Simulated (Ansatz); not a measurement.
# Cu3Au (Auricupride) (Pm-3m) in Ansatz: notebook

One crystal, Cu3Au (Auricupride), is run at these levels: PBE; tasks: single point.

All numbers are computed with Ansatz 0.2.0; they aren't measurements. Logs are shortened: lines on timing, memory, paths and dates and some standing lists are left out, and cuts for length are marked.

## Step 1: Starting point

It takes space group Pm-3m (No. 221, cubic). The conventional cell has a = 3.740 Å, b = 3.740 Å, c = 3.740 Å, α = 90.00°, β = 90.00°, γ = 90.00°. Au (site symmetry m-3m) is surrounded by 12 Cu at 2.64 Å. Cu (site symmetry 4/mmm) is surrounded by 4 Au at 2.64 Å and 8 Cu at 2.64 Å.

## Step 2: Single point, PBE

The input, input.yaml:

```yaml
crystal:
  lattice:
    - [3.74, 0.0, 0.0]
    - [0.0, 3.74, 0.0]
    - [0.0, 0.0, 3.74]
  atoms:
    - { symbol: Au, position: [0.0, 0.0, 0.0] }
    - { symbol: Cu, position: [0.5, 0.5, 0.0] }
    - { symbol: Cu, position: [0.5, 0.0, 0.5] }
    - { symbol: Cu, position: [0.0, 0.5, 0.5] }
hamiltonian:
  xc: pbe
  pseudopotentials: { kind: paw }
kpoints:
  mp_grid: { grid: [7, 7, 7] }
scf:
  occupations: { method: gaussian, width: 0.012 }
output:
  forces: true
  stress: true
  eigenvalues: true
  write_density: true
  write_potential: true
  elf: true
  volumetric_format: npy
```

Potentials or basis: Ansatz PAW.

Run with:

```sh
$ ansatz run input.yaml --threads 2 --pin off --max-ram 5632MiB --backend cpu --events-out ev --progress --plain --runs-dir out
```

The program printed:

```text
Warning: RAYON_NUM_THREADS=2 ignored (pool sized by the plan → 2); use --threads N
Engine: ansatz 0.2.0, x86_64-unknown-linux-gnu
Pseudopotentials: kind: paw
Pseudopotential: Au, paw, valence charge 19, recommended cutoff 420 eV (normal), Au.paw.azcp
Pseudopotential: Cu, paw, valence charge 19, recommended cutoff 420 eV (normal), Cu.paw.azcp
Functional definition: PBE
  parameter kappa = 0.804
  parameter beta = 0.06672455060314922
  exchange = pbe_x(kappa = kappa, mu = beta*pi^2/3)
  correlation = pbe_c(beta = beta)
Crystal: 4 atoms, lattice volume = 52.314 Å³
Basis set: ecut = 420 eV, 1021 PW (Γ), exchange–correlation on 50×50×50 points (8 copies of the dense FFT grid, shifted against one another)
Bands: 46, of which v1, the nominal top of the filled ones, is band 38 counted from 1 (37 counted from 0)
Symmetry: 48 space group operations
Space group: Pm-3m (ITA 221), of the structure as read, at distance tolerance 3.7e-5 Å
k-points: 20 of 343
Non-local potential: Au, projectors of the file, l = 0: 3, l = 1: 2, l = 2: 2, l = 3: 1
Non-local potential: Cu, projectors of the file, l = 0: 3, l = 1: 2, l = 2: 3, l = 3: 1
PAW form: soft (Blöchl's): semilocal exchange-correlation on the pseudo side does not see the compensation charge
PAW one-centre angular grid: Au, 590 points (default); XC on 64 Gauss nodes
PAW one-centre angular grid: Cu, 590 points (default); XC on 64 Gauss nodes
Initial density: superposition of atomic densities (neutral atoms: chi_scale 0, normalization atom), corrected by the library's trained network
Initial wavefunctions: pseudopotential atomic-orbital guess
Functional: x = pbe(κ = 0.804, μ = 0.2195149727645171), c = pbe(β = 0.06672455060314922)
SCF iter   1: F=—  HF=-33024.980614 eV  |F-HF|=—  |Δ(HF+E_count)|=         —  Δρ=1.67e-3  dr2=1.84e-3  ethr=1.77e-3  ⟨swp⟩=5.2  Hψ=3058  notcnv=0
preconditioner: auto → Resta (q_TF=auto, 2.904 Å⁻¹)  ε∞=11.3  [insulator: Δε(μ)=0.015 eV  Ē_g=10.594 eV  σ=0.012 eV  W_gap=0.58  n_scr=18 (ndim 8)  ℏωp=34.1 eV  f_vac=0.000  D(μ)=7.57/eV (n_scr^D=122)  ε∞_Penn≈11.3]
SCF iter   2: F=—  HF=-33024.981022 eV  |F-HF|=—  |Δ(HF+E_count)|=   4.08e-4  Δρ=8.39e-4  dr2=4.54e-4  ethr=2.42e-6  ⟨swp⟩=2.1  Hψ=1711  notcnv=0  defer=40
preconditioner: auto → Kerker (q_TF=auto, 2.904 Å⁻¹)  [metal: Δε(μ)=0.010 eV  Ē_g=10.595 eV  σ=0.012 eV  W_gap=0.45  n_scr=18 (ndim 8)  ℏωp=34.1 eV  f_vac=0.000  D(μ)=8.99/eV (n_scr^D=170)]
SCF iter   3: F=—  HF=-33024.981144 eV  |F-HF|=—  |Δ(HF+E_count)|=   1.22e-4  Δρ=8.45e-4  dr2=2.74e-4  ethr=5.97e-7  ⟨swp⟩=2.0  Hψ=1378  notcnv=0  defer=40
SCF iter   4: F=—  HF=-33024.981096 eV  |F-HF|=—  |Δ(HF+E_count)|=   4.72e-5  Δρ=2.09e-4  dr2=2.38e-5  ethr=3.61e-7  ⟨swp⟩=2.0  Hψ=1183  notcnv=0  defer=40
SCF iter   5: F=—  HF=-33024.981051 eV  |F-HF|=—  |Δ(HF+E_count)|=   4.57e-5  Δρ=6.03e-5  dr2=2.81e-6  ethr=3.13e-8  ⟨swp⟩=2.0  Hψ=1441  notcnv=0  defer=40
SCF iter   6: F=—  HF=-33024.981050 eV  |F-HF|=—  |Δ(HF+E_count)|=   6.31e-7  Δρ=2.75e-5  dr2=5.69e-7  ethr=3.69e-9  ⟨swp⟩=2.6  Hψ=1490  notcnv=0  defer=40
SCF iter   7: F=-33024.981050 eV  HF=-33024.981050 eV  |F-HF|=7.38e-9  |Δ(HF+E_count)|=   8.45e-8  Δρ=6.18e-6  dr2=1.98e-8  ethr=1.32e-10  ⟨swp⟩=9.6  Hψ=6292  notcnv=0
SCF 1 converged in 7 iterations: F = -33024.981050 eV  dr2 = 1.98e-8
SCF converged after 7 iterations
Free energy (F): -33024.981050 eV
Harris-Foulkes:  -33024.981050 eV  (|F-HF|=7.38e-9)
Internal energy: -33024.980319 eV  (E = F + TS)
E sigma→0 (E₀):  -33024.980684 eV
Entropy (-TS):   -0.000731 eV (-0.183 meV/atom)
Fermi energy:    18.128557 eV
--- Per-component energies (eV) ---
  E_band       = -1253.318462
  E_kinetic    = 1504.990689
  E_local      = -14015.771755  (includes V_loc(G=0)·N_el)
  E_nonlocal   = 1249.918969
  E_hartree    = 6179.088535
  E_xc         = -496.891433
  E_vxc        = -622.295334  (∫ρ·V_xc dr)
  E_paw        = -14701.204937  (= ΣΔE_a)
  E_vpaw       = -1728.342197  (= ΣTr[D̂ρ^β])
  E_aug_tail   = 0.002033  (compensation charges beyond the density's cutoff)
  E_ewald      = -12745.112420
  E_smearing   = -0.000731  (= −TS)
  E_closure    = 0.000000  (closes the sum)
  Σ components = -33024.981050   (vs F -33024.981050, Δ=0.00e0)
--- Forces (eV/Å), atoms counted from 1 ---
  atom   1  Au    -0.00000000    -0.00000000    -0.00000000
  atom   2  Cu     0.00000000     0.00000000     0.00000000
  atom   3  Cu    -0.00000000    -0.00000000    -0.00000000
  atom   4  Cu     0.00000000     0.00000000     0.00000000
  max |Σ_I F_I| component: 7.07e-29 eV/Å
--- Stress (GPa, compression-positive) ---
        5.036316      -0.000000       0.000000
       -0.000000       5.036316       0.000000
        0.000000       0.000000       5.036316
  P = ⅓ Tr σ = 5.0363 GPa (50.363 kbar)
--- Band table (eV; the first three rows and the last of 20) ---
  k-point 0: bands = ["-94.2273", "-94.2189", "-94.2189", "-87.8286", "-51.6283", "-51.6283", "-51.6283", "-51.5991", "-51.5991", "-51.5991", "-51.5792", "-51.5792", "-51.5792", "-39.2530", "-39.2530", "-39.2530", "8.4715", "11.7604", "11.7604", "12.6012", "12.6012", "12.6012", "13.6121", "15.0785", "15.0785", "15.0785", "15.9515", "15.9515", "16.5485", "16.5911", "16.5911", "16.6969", "16.6969", "16.6969", "16.8476", "16.8476", "16.8476", "19.4277", "19.4277", "19.4277", "24.2508", "25.7707", "25.7707", "29.2068", "29.2068", "29.2068"]
  k-point 1: bands = ["-94.2269", "-94.2193", "-94.2189", "-87.8286", "-51.6269", "-51.6269", "-51.6259", "-51.5994", "-51.5994", "-51.5991", "-51.5817", "-51.5802", "-51.5802", "-39.2539", "-39.2530", "-39.2530", "8.7179", "11.8520", "11.8758", "12.6514", "12.6610", "12.6610", "13.6710", "15.0128", "15.1262", "15.1262", "15.8665", "15.9811", "16.3117", "16.3117", "16.4696", "16.4855", "16.5441", "16.6434", "16.6434", "16.6970", "16.8472", "18.1923", "20.1431", "20.1431", "24.7004", "25.6836", "27.0217", "28.8370", "28.9248", "28.9248"]
  k-point 2: bands = ["-94.2259", "-94.2202", "-94.2189", "-87.8286", "-51.6234", "-51.6234", "-51.6192", "-51.6005", "-51.6005", "-51.5993", "-51.5885", "-51.5826", "-51.5826", "-39.2559", "-39.2531", "-39.2531", "9.4192", "12.0764", "12.0899", "12.7754", "12.8217", "12.8217", "13.8200", "14.8540", "15.2054", "15.2054", "15.5697", "15.6297", "15.6297", "16.0622", "16.1838", "16.2384", "16.3483", "16.3483", "16.3602", "16.4554", "16.6973", "16.8464", "21.6203", "21.6203", "25.0719", "25.4655", "27.3918", "27.3918", "27.9507", "28.2368"]
  k-point 19: bands = ["-94.2220", "-94.2216", "-94.2216", "-87.8285", "-51.6406", "-51.6225", "-51.6224", "-51.6224", "-51.5839", "-51.5839", "-51.5830", "-51.5818", "-51.5818", "-39.2562", "-39.2560", "-39.2560", "11.7209", "11.7964", "11.7964", "12.8589", "13.7043", "13.7043", "14.9185", "15.0521", "15.0521", "15.2740", "15.2740", "15.3491", "15.9327", "16.0029", "16.0029", "16.3095", "16.5267", "16.5267", "16.5716", "16.6184", "16.6184", "17.7624", "17.7624", "17.8082", "21.1979", "22.5480", "22.5480", "23.3305", "35.5371", "35.5371"]
```

It took 1.1 s on 2 threads of Intel Xeon 6975P-C (Granite Rapids), shared host; peak memory 0.39 GiB.

Results:

| Item | Value |
| --- | --- |
| Free energy | -33024.9811 eV |
| Pressure | 5.0 GPa |
| Band gap on the k mesh | none (metal or under the smearing width) |

Spin-orbit coupling is left out, which matters for the levels of Au.

## Step 3: Single point, PBE

Changes to input.yaml since step 2:

```diff
@@ -16,3 +16,3 @@
 scf:
-  occupations: { method: gaussian, width: 0.012 }
+  occupations: { method: gaussian, width: 0.013 }
 output:
```

Potentials or basis: Ansatz PAW.

Run with:

```sh
$ ansatz run input.yaml --threads 2 --pin off --max-ram 5632MiB --backend cpu --events-out ev --progress --plain --runs-dir out
```

Wall time 1.1 s (2 threads of Intel Xeon 6975P-C (Granite Rapids), shared host); peak memory 0.38 GiB.

The run converged. Its results:

| Quantity | Value |
| --- | --- |
| Free energy | -33024.9811 eV |
| Pressure | 5.0 GPa |
| Band gap on the k mesh | none (metal or under the smearing width) |

Levels at points of the mesh, in eV from the Fermi level:
| k point | band 35 | band 36 | band 37 | band 38 | band 39 | band 40 | band 41 | band 42 |
| --- | --- | --- | --- | --- | --- | --- | --- | --- |
| (0.00, 0.00, 0.00) | -1.28 | -1.28 | -1.28 | 1.30 | 1.30 | 1.30 | 6.12 | 7.64 |

Spin-orbit coupling is left out, which matters for the levels of Au.
